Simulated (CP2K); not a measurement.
# Ge (Fd-3m) in CP2K: further runs

Runs on Ge. Level: PBE. Tasks: single point.

Everything below comes from runs of CP2K 2026.2. Logs are shortened: lines on timing, memory, paths and dates and some standing lists are left out, and cuts for length are marked.

**Measured values to compare with.**

“Temperature-dependent photoluminescence in Ge: experiment and theory”, 2020, arxiv:2003.00143 reports, for a bulk crystal of Ge at 0 K: band gap 0.744 eV (indirect).

“Electronic and optical properties of SixGe1-x-ySny alloys lattice-matched to Ge”, 2021, arxiv:2109.02782 reports, for a bulk crystal of Ge at 293 K: band gap 0.666 eV (indirect).

How close the calculation comes is told below.

## (1) The structure

The structure is cubic, space group Fd-3m (No. 227). Conventional cell: a = 5.658 Å, b = 5.658 Å, c = 5.658 Å, α = 90.00°, β = 90.00°, γ = 90.00°. Ge (site symmetry -43m) has 4 Ge at 2.45 Å as nearest neighbours.

## (2) Single point, PBE

ge_scf.inp reads:

```
&GLOBAL
  PROJECT ge_scf
  RUN_TYPE ENERGY_FORCE
  PRINT_LEVEL LOW
&END GLOBAL
&FORCE_EVAL
  METHOD QS
  STRESS_TENSOR ANALYTICAL
  &DFT
    BASIS_SET_FILE_NAME BASIS_MOLOPT_UZH
    POTENTIAL_FILE_NAME POTENTIAL_UZH
    &MGRID
      CUTOFF 450
      REL_CUTOFF 60
      NGRIDS 5
    &END MGRID
    &QS
      METHOD GPW
      EPS_DEFAULT 1.0E-10
    &END QS
    &KPOINTS
      SCHEME MONKHORST-PACK 8 8 8
      GAMMA_CENTERED T
      SYMMETRY T
      SYMMETRY_BACKEND SPGLIB
    &END KPOINTS
    &SCF
      SCF_GUESS ATOMIC
      EPS_SCF 1.0E-6
      MAX_SCF 100
      ADDED_MOS 10
      CHOLESKY OFF
      EPS_EIGVAL 1.0E-7
      &DIAGONALIZATION ON
        ALGORITHM STANDARD
      &END DIAGONALIZATION
      &MIXING ON
        METHOD BROYDEN_MIXING
        ALPHA 0.4
        BETA 1.5
        NBUFFER 8
      &END MIXING
      &SMEAR ON
        METHOD GAUSSIAN
        SIGMA [eV] 0.024
      &END SMEAR
    &END SCF
    &XC
      &XC_FUNCTIONAL
        &GGA_X_PBE
        &END GGA_X_PBE
        &GGA_C_PBE
        &END GGA_C_PBE
      &END XC_FUNCTIONAL
    &END XC
    &PRINT
      &KPOINTS ON
      &END KPOINTS
      &MULLIKEN ON
      &END MULLIKEN
      &MO ON
        ENERGIES T
        OCCUPATION_NUMBERS T
        &EACH
          QS_SCF 0
        &END EACH
        ADD_LAST NUMERIC
      &END MO
    &END PRINT
  &END DFT
  &SUBSYS
    &CELL
      A 4.0006828887 0.0000000000 0.0000000000
      B 2.0003414444 3.4646930141 0.0000000000
      C 2.0003414444 1.1548976714 3.2665439000
      PERIODIC XYZ
    &END CELL
    &COORD
      SCALED
      Ge  0.7500000000 0.7500000000 0.7500000000
      Ge  0.5000000000 0.5000000000 0.5000000000
    &END COORD
    &KIND Ge
      BASIS_SET TZVP-MOLOPT-PBE-GTH-q4
      POTENTIAL GTH-PBE-q4
    &END KIND
    &PRINT
      &ATOMIC_COORDINATES ON
      &END ATOMIC_COORDINATES
      &CELL ON
      &END CELL
      &SYMMETRY ON
      &END SYMMETRY
    &END PRINT
  &END SUBSYS
  &PRINT
    &FORCES ON
    &END FORCES
    &STRESS_TENSOR ON
    &END STRESS_TENSOR
  &END PRINT
&END FORCE_EVAL
```

Potentials or basis: POTENTIAL_UZH Ge GTH-PBE-q4; TZVP-MOLOPT-PBE-GTH basis.

Command:

```bash
OMP_NUM_THREADS=1 cp2k.psmp -i ge_scf.inp -o ge_scf.out
```

ge_scf.out:

```text

 CP2K| version string:                                       CP2K version 2026.2
 CP2K| Input file name                                                ge_scf.inp

 GLOBAL| Force Environment number                                              1
 GLOBAL| Basis set file name                                    BASIS_MOLOPT_UZH
 GLOBAL| Potential file name                                       POTENTIAL_UZH
 GLOBAL| MM Potential file name                                     MM_POTENTIAL
 GLOBAL| Coordinate file name                                      __STD_INPUT__
 GLOBAL| Method name                                                        CP2K
 GLOBAL| Project name                                                     ge_scf
 GLOBAL| Run type                                                   ENERGY_FORCE
 GLOBAL| FFT library                                                       FFTW3
[... 8 lines left out ...]
 GLOBAL| CPU model name                                                  UNKNOWN

 CELL| Volume [angstrom^3]:                                            45.278016
 CELL| Vector a [angstrom]:       4.001     0.000     0.000   |a| =     4.000683
 CELL| Vector b [angstrom]:       2.000     3.465     0.000   |b| =     4.000683
 CELL| Vector c [angstrom]:       2.000     1.155     3.267   |c| =     4.000683
 CELL| Angle (b,c), alpha [degree]:                                    60.000000
 CELL| Angle (a,c), beta  [degree]:                                    60.000000
 CELL| Angle (a,b), gamma [degree]:                                    60.000000
 CELL| Numerically orthorhombic:                                              NO
 CELL| Periodicity                                                           XYZ

 CELL_REF| Volume [angstrom^3]:                                        45.278016
 CELL_REF| Vector a [angstrom     4.001     0.000     0.000   |a| =     4.000683
 CELL_REF| Vector b [angstrom     2.000     3.465     0.000   |b| =     4.000683
 CELL_REF| Vector c [angstrom     2.000     1.155     3.267   |c| =     4.000683
 CELL_REF| Angle (b,c), alpha [degree]:                                60.000000
 CELL_REF| Angle (a,c), beta  [degree]:                                60.000000
 CELL_REF| Angle (a,b), gamma [degree]:                                60.000000
 CELL_REF| Numerically orthorhombic:                                          NO
 CELL_REF| Periodicity                                                       XYZ
[... 9 lines left out ...]
 TOTAL NUMBERS AND MAXIMUM NUMBERS

  Total number of            - Atomic kinds:                                   1
                             - Atoms:                                          2
                             - Shell sets:                                     2
                             - Shells:                                        14
                             - Primitive Cartesian functions:                  8
                             - Cartesian basis functions:                     36
                             - Spherical basis functions:                     34

  Maximum angular momentum of the orbital basis functions:                     2

 MODULE QUICKSTEP: ATOMIC COORDINATES IN ANGSTROM

   Atom Kind Element         X             Y             Z       Z(eff)     Mass
      1    1 Ge   32      6.001024      3.464693      2.449908   4.0000  72.6400
      2    1 Ge   32      4.000683      2.309795      1.633272   4.0000  72.6400

 Crystal Symmetry Information
       International Symbol:                                               Fd-3m
       Point Group Symbol:                                                  m-3m
       Schoenflies Symbol:                                                  Oh^7
       Number of Symmetry Operations:                                         48

 SCF PARAMETERS         Density guess:                                    ATOMIC
                        --------------------------------------------------------
                        max_scf:                                             100
[... 7 lines left out ...]
                        --------------------------------------------------------
                        level_shift [a.u.]:                             0.000000
                        added MOs                                        10    0
                        --------------------------------------------------------
                        Mixing method:                            BROYDEN_MIXING
                                                charge density mixing in g-space
                        --------------------------------------------------------
                        Smear method:                                   GAUSSIAN
                        Smearing width (sigma) [a.u.]:                  8.82E-04
                        Accuracy threshold:                             1.00E-10
[... 15 lines left out ...]
 BRILLOUIN| Number           Weight            X              Y              Z
 BRILLOUIN|     1           0.01562       -0.37500       -0.37500       -0.37500
 BRILLOUIN|     2           0.04688       -0.37500       -0.37500       -0.25000
 BRILLOUIN|     3           0.04688       -0.37500       -0.37500       -0.12500
 BRILLOUIN|     4           0.01172       -0.37500       -0.37500        0.00000
 BRILLOUIN|     5           0.04688       -0.37500       -0.37500        0.12500
 BRILLOUIN|     6           0.02344       -0.37500       -0.37500        0.25000
[... 21 lines left out ...]
 BRILLOUIN|    28           0.00781        0.00000        0.00000        0.50000
 BRILLOUIN|    29           0.00586        0.00000        0.50000        0.50000
 *******************************************************************************

 Extrapolation method: initial_guess

 Number of electrons:                                                          8
 Number of occupied orbitals:                                                  4
 Number of molecular orbitals:                                                14

 Number of orbital functions:                                                 34
 Number of independent orbital functions:                                     34

 SCF WAVEFUNCTION OPTIMIZATION

  Step     Update method      Time    Convergence         Total energy    Change
  ------------------------------------------------------------------------------
     1 NoMix/Diag. 0.40E+00    0.8     0.34925894        -7.9727044163 -7.97E+00
     2 Broy./Diag. 0.40E+00    0.7     0.00626618        -7.8382300197  1.34E-01
     3 Broy./Diag. 0.40E+00    0.7     0.02449109        -7.7647493181  7.35E-02
     4 Broy./Diag. 0.40E+00    0.7     0.00551540        -7.8219931348 -5.72E-02
     5 Broy./Diag. 0.40E+00    0.7     0.00462462        -7.8465840172 -2.46E-02
     6 Broy./Diag. 0.40E+00    0.7     0.00127256        -7.8582682115 -1.17E-02
     7 Broy./Diag. 0.40E+00    0.7     0.00019310        -7.8595285916 -1.26E-03
     8 Broy./Diag. 0.40E+00    0.7     0.00002463        -7.8597408098 -2.12E-04
     9 Broy./Diag. 0.40E+00    0.7     0.00002151        -7.8599406678 -2.00E-04
    10 Broy./Diag. 0.40E+00    0.7     0.00000347        -7.8599993668 -5.87E-05
    11 Broy./Diag. 0.40E+00    0.7     0.00000101        -7.8600010853 -1.72E-06
    12 Broy./Diag. 0.40E+00    0.7     0.00000064        -7.8600011493 -6.40E-08

  *** SCF run converged in    12 steps ***

  Electronic density on regular grids:         -8.0000000000        0.0000000000
  Core density on regular grids:                7.9999999974       -0.0000000026
  Total charge density on r-space grids:       -0.0000000026
  Total charge density g-space grids:          -0.0000000026

  Overlap energy of the core charge distribution:               0.00000001912839
  Self energy of the core charge distribution:                -16.70301879784742
  Core Hamiltonian energy:                                      3.90865342067165
  Hartree energy:                                               7.28292945727478
  Exchange-correlation energy:                                 -2.34856345863919
  Smearing free energy correction:                             -0.00000178982483
  Fermi energy:                                                 0.16858240852501

  Total energy:                                                -7.86000114926939
  Total energy (extrapolated to sigma->0):                     -7.86000025435697

 MO| EIGENVALUES AND OCCUPATION NUMBERS FOR K POINT 1
 MO|
 MO|  Index      Eigenvalue [a.u.]        Eigenvalue [eV]             Occupation
 MO|      1              -0.244350              -6.649092               2.000000
 MO|      2              -0.078031              -2.123320               2.000000
 MO|      3               0.121372               3.302687               2.000000
 MO|      4               0.121372               3.302688               2.000000
 MO|      5               0.179204               4.876376               0.000000
 MO|      6               0.309468               8.421048               0.000000
 MO|      7               0.309468               8.421063               0.000000
 MO|      8               0.461196              12.549783               0.000000
 MO|      9               0.544800              14.824773               0.000000
 MO|     10               0.584348              15.900915               0.000000
 MO|     11               0.584348              15.900917               0.000000
 MO|     12               0.658772              17.926099               0.000000
 MO|     13               0.773964              21.060637               0.000000
[... 263 lines left out ...]
 MO|      4               0.090823               2.471426               2.000000
 MO|      5               0.259413               7.058993               0.000000
 MO|      6               0.296370               8.064647               0.000000
 MO|      7               0.355416               9.671369               0.000000
 MO|      8               0.401915              10.936658               0.000000
 MO|      9               0.554639              15.092506               0.000000
 MO|     10               0.555443              15.114383               0.000000
 MO|     11               0.664293              18.076345               0.000000
 MO|     12               0.718192              19.543003               0.000000
 MO|     13               0.773880              21.058351               0.000000
 MO|     14               0.801644              21.813851               0.000000
 MO| Sum:                                                               8.000000
 MO| E(Fermi):            0.168582 a.u.          4.587361 eV
 MO| Band gap:            0.168590 a.u.          4.587568 eV

 [... the levels of further k-points ...]

 !-----------------------------------------------------------------------------!
                     Mulliken Population Analysis

 #  Atom  Element  Kind  Atomic population                           Net charge
       1     Ge       1          4.000004                             -0.000004
       2     Ge       1          3.999996                              0.000004
 # Total charge                              8.000000                 -0.000000

 !-----------------------------------------------------------------------------!

 ENERGY| Total FORCE_EVAL ( QS ) energy [hartree]             -7.860001135636037

 FORCES| Atomic forces [hartree/bohr]
 FORCES|   Atom     x               y               z               |f|
 FORCES|      1 -8.16703602E-10 -1.58426543E-08 -2.93637766E-08   3.33749618E-08
 FORCES|      2  8.16198833E-10  1.58423368E-08  2.93635678E-08   3.33746150E-08
 FORCES| Sum    -5.04769057E-13 -3.17442807E-13 -2.08841451E-13
 FORCES| Total atomic force                                       6.31804154E-13

 STRESS| Analytical stress tensor [bar]
 STRESS|                        x                   y                   z
 STRESS|      x        3.92244894961E+04  -2.47278799882E-03  -4.92263564121E-03
 STRESS|      y       -2.47278799882E-03   3.92245652117E+04  -2.77109444112E-02
 STRESS|      z       -4.92263564121E-03  -2.77109444112E-02   3.92244814105E+04
 STRESS| 1/3 Trace                                             3.92245120394E+04
 STRESS| Determinant                                           6.03493572141E+13

 STRESS| Eigenvectors and eigenvalues of the analytical stress tensor [bar]
 STRESS|                        1                   2                   3
 STRESS| Eigenvalues   3.92244714442E+04   3.92244911172E+04   3.92245735569E+04
 STRESS|      x           0.287995942427      0.957564454641     -0.011342502133
 STRESS|      y           0.278380381123     -0.072380772874      0.957739728279
 STRESS|      z           0.916276541526     -0.278982685712     -0.287412526731
```

Wall time 10 s (1 thread of Arm Neoverse V2, shared host); peak memory 0.26 GiB.

Results:

```yaml
Free_energy: -213.8815 eV
Pressure: 3.9 GPa
Band_gap_on_the_k_mesh: 0.04 eV, direct
```

Caveat: the basis of atomic orbitals isn't converged, which shifts pressures, moduli and gaps.

(Part 1 of 2 ends here.)
